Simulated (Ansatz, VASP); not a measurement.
# GaP in two plane-wave programs

One calculation is typed for both programs; each brings its own data sets. How far apart do they land? The cell is taken from a series of runs on this material, whose earlier steps may have relaxed, scaled, displaced or heated it; both programs get it as it stands.

Program: Ansatz 0.2.0. Level of theory: plane waves, with VASP 6.6.1 beside it; zone-centre phonons at LDA. Results are calculated unless marked as measured.

### 1. Set-up

Symmetry: I-4m2, No. 119, tetragonal system. Conventional cell: a = 3.698 Å, b = 3.698 Å, c = 5.534 Å, α = 90.00°, β = 90.00°, γ = 90.00°. P has 4 Ga at 2.31 Å nearest. Nearest to Ga lie 4 P at 2.31 Å. Farther neighbours are not listed.

### 2. VASP: zone-centre phonons, LDA

Second derivatives magnify differences that forces hide, and they need a tight electronic threshold.

Lines of VASP's logs that name or quote its potential files are left out, and so is its time.

Contents of INCAR:

```
SYSTEM = GaP
PREC = Accurate
ENCUT = 500
EDIFF = 1E-08
NELM = 120
ISMEAR = 0
SIGMA = 0.01
LREAL = .FALSE.
ALGO = Normal
GGA = CA
NBANDS = 15
LORBIT = 11
LWAVE = .FALSE.
LCHARG = .FALSE.
ISIF = 2
IBRION = 8
LEPSILON = .TRUE.
LASPH = .TRUE.
GGA_COMPAT = .FALSE.
EFERMI = MIDGAP
KPAR = 2
```

Contents of POSCAR:

```
GaP
1.0
    0.0000000000      2.6148345403      2.7671965316
    2.6148345403      0.0000000000      2.7671965316
    2.6148345403      2.6148345403      0.0000000000
P Ga
1 1
Direct
    0.7500000000      0.7500000000      0.7500000000
    0.0000000000      0.0000000000      0.0000000000
```

Contents of KPOINTS:

```
Automatic mesh
0
Gamma
12 12 12
0 0 0
```

PAW data sets: P and Ga_d (LDA family, release 64).

Command:

```sh
$ mpirun -np 2 vasp_std
```

Numbers of over 12 decimals in the logs are rounded to 6 here.

Output:

```text
[banner, memory and clock lines left out]
running    2 mpi-ranks, on    1 nodes
 distrk:  each k-point on    1 cores,    2 groups
 distr:  one band on    1 cores,    1 groups

 POSCAR found type information on POSCAR P Ga
 POSCAR found :  2 types and       2 ions
 LDA part: xc-table for (Slater(with rela. corr.)+CA(PZ))
 , standard interpolation
 POSCAR, INCAR and KPOINTS ok, starting setup
 FFT: planning ... GRIDC
 FFT: planning ... GRID_SOFT
 FFT: planning ... GRID
 WAVECAR not read
 entering main loop
       N       E                     dE             d eps       ncg     rms          rms(c)
DAV:   1     0.784819427934E+02    0.78482E+02   -0.89837E+03  5089   0.174E+03
DAV:   2    -0.472147228359E+01   -0.83203E+02   -0.79546E+02  5499   0.314E+02
DAV:   3    -0.106681739313E+02   -0.59467E+01   -0.59243E+01  6136   0.679E+01
DAV:   4    -0.107664928676E+02   -0.98319E-01   -0.98277E-01  6111   0.945E+00
DAV:   5    -0.107684534949E+02   -0.19606E-02   -0.19605E-02  6186   0.116E+00    0.468E+00
DAV:   6    -0.104764670554E+02    0.29199E+00   -0.39775E-01  7561   0.119E+01    0.303E+00
DAV:   7    -0.104219795936E+02    0.54487E-01   -0.10257E-01  6551   0.242E+00    0.111E+00
DAV:   8    -0.104174071425E+02    0.45725E-02   -0.12876E-02  6257   0.134E+00    0.238E-01
DAV:   9    -0.104173604418E+02    0.46701E-04   -0.10891E-03  7238   0.427E-01    0.629E-02
DAV:  10    -0.104173532974E+02    0.71445E-05   -0.55936E-05  7432   0.975E-02    0.236E-02
DAV:  11    -0.104173589747E+02   -0.56773E-05   -0.96013E-06  6447   0.453E-02    0.837E-03
DAV:  12    -0.104173587416E+02    0.23308E-06   -0.54451E-07  6497   0.851E-03    0.536E-03
DAV:  13    -0.104173587163E+02    0.25278E-07   -0.19880E-07  6353   0.457E-03    0.921E-04
DAV:  14    -0.104173587155E+02    0.82218E-09   -0.99719E-09  4288   0.116E-03
   1 F= -.10417359E+02 E0= -.10417359E+02  d E =0.000000E+00
 Linear response reoptimize wavefunctions to high precision
DAV:   1    -0.104173587157E+02   -0.17462E-09   -0.16657E-09  5060   0.440E-04
DAV:   2    -0.104173587157E+02   -0.63665E-11   -0.22672E-10  3047   0.141E-04
 Linear response G [H, r] |phi>, progress :
  Direction:   1
       N       E                     dE             d eps       ncg     rms
RMM:   1    -0.404153368630E+02   -0.40415E+02    0.16266E+02  5655   0.243E+02
RMM:   2    -0.479729066147E+02   -0.75576E+01   -0.22592E+01 10124   0.364E+01
RMM:   3    -0.487990242064E+02   -0.82612E+00   -0.21132E+00 10223   0.895E+00
RMM:   4    -0.488249567380E+02   -0.25933E-01   -0.13807E-01 10659   0.233E+00
RMM:   5    -0.488254811064E+02   -0.52437E-03   -0.84216E-03 10696   0.598E-01
RMM:   6    -0.488255781253E+02   -0.97019E-04   -0.63771E-04 10787   0.200E-01
RMM:   7    -0.488256282298E+02   -0.50104E-04   -0.27181E-04 10817   0.718E-02
RMM:   8    -0.488256125495E+02    0.15680E-04    0.38741E-05 10871   0.288E-02
RMM:   9    -0.488256301126E+02   -0.17563E-04   -0.10880E-04 10858   0.123E-02
RMM:  10    -0.488256182102E+02    0.11902E-04    0.16561E-05 10734   0.566E-03
RMM:  11    -0.488256232836E+02   -0.50734E-05   -0.33083E-05  9603   0.267E-03
RMM:  12    -0.488256229491E+02    0.33454E-06   -0.30099E-05  8332   0.140E-03
RMM:  13    -0.488256217761E+02    0.11730E-05   -0.17994E-05  6787   0.826E-04
RMM:  14    -0.488256219366E+02   -0.16044E-06   -0.19086E-05  5633   0.565E-04
RMM:  15    -0.488256218548E+02    0.81816E-07   -0.19138E-05  5139   0.452E-04
RMM:  16    -0.488256218253E+02    0.29475E-07   -0.17666E-05  4857   0.400E-04
RMM:  17    -0.488256218223E+02    0.29636E-08   -0.18329E-05  4673   0.372E-04
RMM:  18    -0.488256218227E+02   -0.39140E-09   -0.19965E-05  4419   0.360E-04
RMM:  19    -0.488256218084E+02    0.14359E-07   -0.23714E-05  4208   0.353E-04
RMM:  20    -0.488256217717E+02    0.36648E-07   -0.42413E-05  4055   0.351E-04
 Linear response G [H, r] |phi>, progress :
  Direction:   2
       N       E                     dE             d eps       ncg     rms
RMM:   1    -0.379398188182E+02   -0.37940E+02    0.16688E+02  5699   0.239E+02
RMM:   2    -0.430633923518E+02   -0.51236E+01   -0.18742E+01 10047   0.351E+01
RMM:   3    -0.440729014583E+02   -0.10095E+01   -0.19331E+00 10150   0.878E+00
RMM:   4    -0.441016981741E+02   -0.28797E-01   -0.13598E-01 10630   0.233E+00
RMM:   5    -0.441032069057E+02   -0.15087E-02   -0.11079E-02 10673   0.604E-01
RMM:   6    -0.441031852662E+02    0.21640E-04   -0.11553E-03 10851   0.207E-01
RMM:   7    -0.441032025585E+02   -0.17292E-04   -0.25643E-04 10877   0.763E-02
RMM:   8    -0.441031936898E+02    0.88687E-05    0.31809E-05 10898   0.320E-02
RMM:   9    -0.441031957100E+02   -0.20202E-05    0.53354E-05 10862   0.140E-02
RMM:  10    -0.441031958303E+02   -0.12025E-06    0.62105E-05 10730   0.665E-03
RMM:  11    -0.441031959260E+02   -0.95732E-07    0.64384E-05  9644   0.315E-03
RMM:  12    -0.441031950967E+02    0.82929E-06    0.72791E-05  8404   0.168E-03
[...]
RMM:  11    -0.103182920754E+01    0.28081E-05   -0.92153E-08 28845   0.603E-04    0.664E-05
RMM:  12    -0.103182834954E+01    0.85799E-06    0.46992E-08 22803   0.261E-04    0.199E-05
RMM:  13    -0.103182815015E+01    0.19939E-06    0.19019E-08 12797   0.124E-04    0.705E-06
 change of polarisation eV/A/(eV/A) component  1 :     1.958     0.040     0.218
[...]
dielectric tensor                  component  3 :     3.636     0.837    10.943
 Linear response DOF=           4
 Linear response progress:
  Degree of freedom:   1/  4
       N       E                     dE             d eps       ncg     rms          rms(c)
RMM:   1    -0.505579260034E-01   -0.50558E-01    0.51699E-03 34230   0.185E+00
RMM:   2    -0.471915388340E-01    0.33664E-02   -0.61111E-03 25854   0.568E-01    0.123E-01
RMM:   3    -0.472527388888E-01   -0.61200E-04   -0.54529E-04 28829   0.184E-01    0.598E-02
RMM:   4    -0.475264632428E-01   -0.27372E-03   -0.76147E-05 28211   0.673E-02    0.117E-02
RMM:   5    -0.475402615052E-01   -0.13798E-04   -0.79354E-06 30194   0.227E-02    0.705E-03
RMM:   6    -0.475243898920E-01    0.15872E-04   -0.14913E-06 28334   0.801E-03    0.387E-03
RMM:   7    -0.475251414287E-01   -0.75154E-06   -0.25959E-07 29861   0.314E-03    0.819E-04
RMM:   8    -0.475232908448E-01    0.18506E-05   -0.65580E-08 29098   0.109E-03    0.123E-04
RMM:   9    -0.475230577556E-01    0.23309E-06   -0.39747E-08 30075   0.353E-04    0.185E-05
RMM:  10    -0.475230644949E-01   -0.67394E-08   -0.33334E-08 28894   0.120E-04    0.540E-06
 first order change of Fermi-energy   0.38375E-04
 force on displaced ion       1 direction 1 : -11.217   0.000  -0.000
 Born effective charge ion    1 direction 1 :  -1.949   0.000   0.000
 Linear response progress:
  Degree of freedom:   2/  4
       N       E                     dE             d eps       ncg     rms          rms(c)
RMM:   1    -0.506481780848E-01   -0.50648E-01    0.12747E-02 19246   0.193E+00
RMM:   2    -0.477179009845E-01    0.29303E-02   -0.61686E-03 15315   0.564E-01    0.131E-01
RMM:   3    -0.478355426551E-01   -0.11764E-03   -0.53268E-04 16795   0.181E-01    0.635E-02
RMM:   4    -0.481430650515E-01   -0.30752E-03   -0.83942E-05 16420   0.695E-02    0.122E-02
RMM:   5    -0.481537523797E-01   -0.10687E-04   -0.93364E-06 17591   0.235E-02    0.691E-03
RMM:   6    -0.481382551089E-01    0.15497E-04   -0.13537E-06 16542   0.801E-03    0.442E-03
RMM:   7    -0.481382624758E-01   -0.73670E-08   -0.22890E-07 17375   0.311E-03    0.266E-04
RMM:   8    -0.481360521174E-01    0.22104E-05   -0.31725E-08 16922   0.107E-03    0.167E-04
RMM:   9    -0.481357216384E-01    0.33048E-06   -0.54018E-09 17530   0.335E-04    0.226E-05
RMM:  10    -0.481358072878E-01   -0.85649E-07   -0.14514E-09 17041   0.119E-04    0.433E-06
RMM:  11    -0.481357955753E-01    0.11713E-07   -0.11178E-09 17355   0.483E-05    0.336E-06
RMM:  12    -0.481357966824E-01   -0.11071E-08   -0.14573E-09 16238   0.247E-05    0.166E-06
 first order change of Fermi-energy  -0.15255E+01
 force on displaced ion       1 direction 3 :   0.000   0.000 -11.532
 Born effective charge ion    1 direction 3 :   0.000   0.000  -2.186
 Linear response progress:
  Degree of freedom:   3/  4
       N       E                     dE             d eps       ncg     rms          rms(c)
RMM:   1    -0.166887607382E+00   -0.16689E+00    0.14798E-01 17997   0.891E+00
RMM:   2    -0.164915035625E+00    0.19726E-02   -0.27866E-02 27769   0.147E+00    0.582E-02
RMM:   3    -0.165282844920E+00   -0.36781E-03   -0.40703E-03 29164   0.432E-01    0.435E-02
RMM:   4    -0.165162021412E+00    0.12082E-03   -0.89085E-04 30568   0.145E-01    0.135E-02
RMM:   5    -0.165143185438E+00    0.18836E-04   -0.30947E-05 30798   0.379E-02    0.419E-03
RMM:   6    -0.165148537273E+00   -0.53518E-05   -0.38368E-06 30080   0.133E-02    0.930E-04
RMM:   7    -0.165150175131E+00   -0.16379E-05   -0.51605E-07 30253   0.531E-03    0.148E-04
RMM:   8    -0.165148818277E+00    0.13569E-05    0.85788E-08 30355   0.225E-03    0.451E-05
RMM:   9    -0.165148665420E+00    0.15286E-06   -0.92310E-08 30655   0.962E-04    0.291E-05
RMM:  10    -0.165148391461E+00    0.27396E-06   -0.21065E-08 30404   0.440E-04    0.133E-05
RMM:  11    -0.165148548032E+00   -0.15657E-06   -0.57601E-09 30298   0.218E-04    0.471E-06
RMM:  12    -0.165148532922E+00    0.15109E-07    0.85485E-08 31018   0.107E-04    0.530E-06
RMM:  13    -0.165148536348E+00   -0.34255E-08    0.10640E-07 30669   0.582E-05    0.695E-06
RMM:  14    -0.165148510932E+00    0.25416E-07    0.11346E-07 29164   0.369E-05    0.298E-06
RMM:  15    -0.165148472434E+00    0.38498E-07    0.11362E-07 30401   0.297E-05    0.331E-06
RMM:  16    -0.165148474439E+00   -0.20051E-08    0.11382E-07 28600   0.213E-05    0.258E-06
RMM:  17    -0.165148488495E+00   -0.14056E-07    0.11261E-07 29758   0.201E-05    0.301E-07
RMM:  18    -0.165148489033E+00   -0.53743E-09    0.11317E-07 22357   0.174E-05    0.458E-07
RMM:  19    -0.165148487095E+00    0.19378E-08    0.11280E-07 15100   0.166E-05    0.185E-07
RMM:  20    -0.165148485460E+00    0.16351E-08    0.11334E-07 15199   0.164E-05    0.659E-08
 first order change of Fermi-energy  -0.15285E-04
 force on displaced ion       2 direction 1 : -11.209  -0.000   0.000
 Born effective charge ion    2 direction 1 :   1.937   0.000   0.000
 Linear response progress:
  Degree of freedom:   4/  4
       N       E                     dE             d eps       ncg     rms          rms(c)
RMM:   1    -0.167789133896E+00   -0.16779E+00    0.96351E-02 10600   0.855E+00
RMM:   2    -0.165521023661E+00    0.22681E-02   -0.27272E-02 16086   0.142E+00    0.614E-02
RMM:   3    -0.165792044051E+00   -0.27102E-03   -0.37631E-03 16980   0.418E-01    0.477E-02
RMM:   4    -0.165660062145E+00    0.13198E-03   -0.59953E-04 17637   0.137E-01    0.124E-02
RMM:   5    -0.165657143879E+00    0.29183E-05   -0.34790E-05 17831   0.371E-02    0.456E-03
RMM:   6    -0.165658457200E+00   -0.13133E-05   -0.40390E-06 17488   0.132E-02    0.889E-04
RMM:   7    -0.165658618420E+00   -0.16122E-06   -0.29264E-06 17737   0.530E-03    0.218E-04
RMM:   8    -0.165657481042E+00    0.11374E-05   -0.65539E-07 17644   0.218E-03    0.973E-05
RMM:   9    -0.165657204682E+00    0.27636E-06   -0.29361E-07 17812   0.923E-04    0.366E-05
RMM:  10    -0.165656841600E+00    0.36308E-06   -0.53049E-08 17575   0.418E-04    0.732E-06
RMM:  11    -0.165656928566E+00   -0.86966E-07   -0.65804E-08 17761   0.195E-04    0.766E-06
RMM:  12    -0.165656891681E+00    0.36885E-07   -0.31068E-08 17923   0.961E-05    0.247E-06
RMM:  13    -0.165656881848E+00    0.98331E-08   -0.84622E-09 17900   0.506E-05    0.109E-06
 first order change of Fermi-energy   0.15261E+01
 force on displaced ion       2 direction 3 :   0.000   0.000 -11.501
 Born effective charge ion    2 direction 3 :   0.000   0.000   2.177
 Born effective charges drift removed
 Linear response finished
```

From OUTCAR (step 2):

```text
ion  position               nearest neighbor table
   1  0.750  0.750  0.750-   2 2.31   2 2.31   2 2.31   2 2.31
   2  0.000  0.000  0.000-   1 2.31   1 2.31   1 2.31   1 2.31

  LATTYP: Found a body centered tetragonal cell.
 ALAT       =     3.6979344703
 C/A-ratio  =     1.4966173976

 Subroutine GETGRP returns: Found  8 space group operations
 (whereof  8 operations were pure point group operations)

The static configuration has the point symmetry D_2d.

 Found    163 irreducible k-points:

   k-points           NKPTS =    163   k-points in BZ     NKDIM =    163   number of bands    NBANDS=     15

   dimension x,y,z NGX =    28 NGY =   28 NGZ =   28
   dimension x,y,z NGXF=    56 NGYF=   56 NGZF=   56

   ENCUT  =  500.0 eV  36.75 Ry    6.06 a.u.   6.94  6.94  6.74*2*pi/ulx,y,z

   NELECT =      18.0000    total number of electrons

 k-points in reciprocal lattice and weights: Automatic mesh
   0.00000000  0.00000000  0.00000000       0.001
   0.08333333 -0.00000000  0.00000000       0.005
   0.16666667 -0.00000000  0.00000000       0.005
   0.25000000 -0.00000000  0.00000000       0.005
   0.33333333 -0.00000000  0.00000000       0.005
   0.41666667 -0.00000000  0.00000000       0.005
   0.50000000 -0.00000000  0.00000000       0.002
   0.08333333  0.08333333  0.00000000       0.001
   0.16666667  0.08333333  0.00000000       0.005
[...]
-0.33333333  0.16666667  0.50000000       0.002
  -0.25000000  0.25000000  0.50000000       0.001

 average (electrostatic) potential at core
       1 -83.9594       2 -65.9426

  Total        1.1930139      1.1930139      0.0278676      0.0000000      0.0000000      0.0000000
  in kB       50.5123615     50.5123615      1.1799177      0.0000000      0.0000000      0.0000000
  external PRESSURE =      34.0682136 kB  Pullay stress =       0.0000000 kB

  energy-cutoff  :      500.00
  volume of cell :       37.84
      direct lattice vectors                 reciprocal lattice vectors
     0.000000000  2.614834540  2.767196532    -0.191216688  0.191216688  0.180688287
     2.614834540  0.000000000  2.767196532     0.191216688 -0.191216688  0.180688287
     2.614834540  2.614834540  0.000000000     0.191216688  0.191216688 -0.180688287

 POSITION                                       TOTAL-FORCE (eV/Angst)
 -----------------------------------------------------------------------------------
      3.92225      3.92225      4.15079         0.000000      0.000000      0.000000
      0.00000      0.00000      0.00000        -0.000000     -0.000000     -0.000000
 -----------------------------------------------------------------------------------
    total drift:                                0.000000      0.000000     -0.000001

 MACROSCOPIC STATIC DIELECTRIC TENSOR (including local field effects in DFT)
 ------------------------------------------------------
          10.361951    -0.000000     0.000000
           0.000000    10.361951     0.000000
           0.000000     0.000000    10.942590
 ------------------------------------------------------

 PIEZOELECTRIC TENSOR (including local field effects)  for field in x, y, z        (C/m^2)
          XX          YY          ZZ          XY          YZ          ZX
  --------------------------------------------------------------------------------
  x     0.00000    -0.00000     0.00000     0.00000     0.78370     0.00000
  y    -0.00000    -0.00000     0.00000     0.00000     0.00000     0.78370
  z     0.00000     0.00000     0.00000     0.70389     0.00000     0.00000

 BORN EFFECTIVE CHARGES (including local field effects) (in |e|, cummulative output)
 ---------------------------------------------------------------------------------
 ion    1
    1    -1.94386     0.00000     0.00000
    2     0.00000    -1.94386     0.00000
    3     0.00000     0.00000    -2.18107
 ion    2
    1     1.94386     0.00000     0.00000
    2     0.00000     1.94386     0.00000
    3     0.00000     0.00000     2.18107

 Eigenvectors and eigenvalues of the dynamical matrix
 ----------------------------------------------------

   1 f  =   11.458890 THz    71.998332 2PiTHz  382.227441 cm-1    47.390141 meV
             X         Y         Z           dx          dy          dz
      3.922252  3.922252  4.150795     0.000000   -0.000000   -0.832454
      0.000000  0.000000  0.000000     0.000000    0.000000    0.554095

   2 f  =   11.304786 THz    71.030064 2PiTHz  377.087066 cm-1    46.752817 meV
             X         Y         Z           dx          dy          dz
      3.922252  3.922252  4.150795    -0.000000    0.832193   -0.000000
      0.000000  0.000000  0.000000     0.000000   -0.554486    0.000000

   3 f  =   11.304786 THz    71.030064 2PiTHz  377.087066 cm-1    46.752817 meV
             X         Y         Z           dx          dy          dz
      3.922252  3.922252  4.150795     0.832193    0.000000   -0.000000
      0.000000  0.000000  0.000000    -0.554486   -0.000000    0.000000

   4 f/i=    0.001725 THz     0.010837 2PiTHz    0.057533 cm-1     0.007133 meV
             X         Y         Z           dx          dy          dz
      3.922252  3.922252  4.150795     0.520378    0.191473   -0.000000
      0.000000  0.000000  0.000000     0.781002    0.287369   -0.000000

   5 f/i=    0.001725 THz     0.010837 2PiTHz    0.057533 cm-1     0.007133 meV
             X         Y         Z           dx          dy          dz
      3.922252  3.922252  4.150795     0.191473   -0.520378    0.000000
      0.000000  0.000000  0.000000     0.287369   -0.781002    0.000000

   6 f/i=    0.007141 THz     0.044871 2PiTHz    0.238212 cm-1     0.029534 meV
             X         Y         Z           dx          dy          dz
      3.922252  3.922252  4.150795    -0.000000    0.000000    0.554095
      0.000000  0.000000  0.000000    -0.000000    0.000000    0.832454

 MACROSCOPIC STATIC DIELECTRIC TENSOR IONIC CONTRIBUTION
 ------------------------------------------------------
           1.611435     0.000000     0.000000
           0.000000     1.611435    -0.000000
           0.000000    -0.000000     1.975290
 ------------------------------------------------------

 ELASTIC MODULI CONTR FROM IONIC RELAXATION (kBar)
 Direction    XX          YY          ZZ          XY          YZ          ZX
 --------------------------------------------------------------------------------
 XX           0.0000      0.0000      0.0000      0.0000      0.0000      0.0000
 YY           0.0000      0.0000      0.0000      0.0000      0.0000      0.0000
 ZZ           0.0000      0.0000      0.0000      0.0000      0.0000      0.0000
 XY           0.0000      0.0000      0.0000   -311.9817      0.0000      0.0000
 YZ           0.0000      0.0000      0.0000      0.0000   -323.9325      0.0000
 ZX           0.0000      0.0000      0.0000      0.0000      0.0000   -299.2062
 --------------------------------------------------------------------------------

 PIEZOELECTRIC TENSOR IONIC CONTR  for field in x, y, z        (C/m^2)
          XX          YY          ZZ          XY          YZ          ZX
  --------------------------------------------------------------------------------
  x     0.00000     0.00000     0.00000     0.00000    -0.67984     0.00000
  y     0.00000     0.00000     0.00000     0.00000     0.00000    -0.65338
  z     0.00000     0.00000     0.00000    -0.73867     0.00000     0.00000
```

(Part 1 of 2 ends here.)

[Lines on the potential files, build, host, timing and source positions are cut from VASP's logs without a mark.]

[Logs are printed without paths, hosts, clocks, repeated set-up lines and the standing remarks that a program may print on its own settings, such as how far it seeks lower states.]

[Hosts, paths, dates, database ids (printed as entryN), source tags and the programs' standing remarks are cut or masked in the printed files.]
